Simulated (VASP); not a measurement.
Set up this calculation in VASP 6.6.1, as the native input.

```
Task                   : relaxation of cell and atoms
Functional             : RPBE
Potentials or basis    : VASP PAW PBE potentials, release 64 (Fe)
Cutoff                 : 600 eV
k mesh                 : 18 × 18 × 18
Occupations            : methfessel-paxton, width 0.1 eV
Spin                   : collinear spin, ferromagnetic start
Starting moments       : [4.0] μB
Further INCAR settings : ALGO = Normal; EDIFF = 1e-06; AMIX = 0.2; BMIX = 0.0001; IBRION = 2; EDIFFG = -0.01; NSW = 90; ISIF = 3
```

The structure of Fe lies in POSCAR:

```
Fe
1.0
   -1.4430000000      1.4430000000      1.4430000000
    1.4430000000     -1.4430000000      1.4430000000
    1.4430000000      1.4430000000     -1.4430000000
Fe
1
Direct
    0.0000000000      0.0000000000      0.0000000000
```

These files were run (other wordings do the same):

INCAR

```
SYSTEM = Fe
  ALGO = Normal
  AMIX = 0.2
  AMIX_MAG = 0.8
  BMIX = 1E-4
  BMIX_MAG = 1E-4
  EDIFF = 1E-6
  EDIFFG = -0.01
  ENCUT = 600
  GGA = RP
  IBRION = 2
  ISIF = 3
  ISMEAR = 1
  ISPIN = 2
  LASPH = .TRUE.
  LCHARG = .FALSE.
  LMAXMIX = 4
  LORBIT = 11
  LREAL = .FALSE.
  LWAVE = .FALSE.
  MAGMOM = 4
  NELM = 150
  NSW = 90
  PREC = Accurate
  SIGMA = 0.1
```

KPOINTS

```
k-points
0
G
  18 18 18
  0 0 0
```

Potentials or basis: VASP PAW PBE potentials, release 64 (Fe).

Run with:

```sh
$ cat potpaw_PBE.64/Fe/POTCAR > POTCAR
$ mpirun -np 1 vasp_std > vasp.out
```

It gave:

```
Relaxed volume                                        : 11.70 Å³/atom
Relaxed cell                                          : a = 2.477 Å, b = 2.477 Å, c = 2.477 Å, α = 109.47°, β = 109.47°, γ = 109.47°
Space group after relaxing (to 0.05 Å)                : Im-3m (No. 229)
Energy gained by relaxing                             : 4.0 meV/atom
Ionic steps                                           : 3
Pressure after relaxing                               : 0.0 GPa
Band gap on the k mesh                                : none (metal or under the smearing width)
Net moment                                            : 2.24 μB per cell
Site moments                                          : Fe +2.24 μB
Valence electrons inside the program's atomic spheres : Fe 7.20
```

Caveat: the PAW data sets were made with another functional, which shifts forces and pressure a little.

Wall time 42 s on 1 thread of Intel(R) Xeon(R) 6975P-C (Granite Rapids), with other jobs on the host, peak memory 0.17 GiB.
